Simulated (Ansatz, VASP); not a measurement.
**One calculation of Se, two programs**

```
Se
1.0
     0.00000    2.08840    2.08840
     2.08840    0.00000    2.08840
     2.08840    2.08840    0.00000
Se
1
Direct
  0.00000 0.00000 0.00000
```

Alike in both runs: task single point; functional LDA; k mesh 14 × 14 × 14; occupations fermi-dirac, width 0.1 eV; no spin polarisation.

|  | VASP | Ansatz |
| --- | --- | --- |
| version | VASP 6.6.1 | Ansatz 0.2.0 |
| potentials or method | VASP PAW LDA potentials, release 64 (Se) | plane waves (420 eV) with PAW, scalar-relativistic |
| plane-wave cutoff (eV) | 520 | 420 |
| valence electrons in the cell | 6 | 16 |

VASP gave:

* pressure (GPa): 3.8

Q: What did Ansatz give for the same quantities?

A: Pressure (GPa): 3.6.

The two sets of potentials don't hold the same shells in valence. Ansatz warned: «pseudo_functional_mismatch».
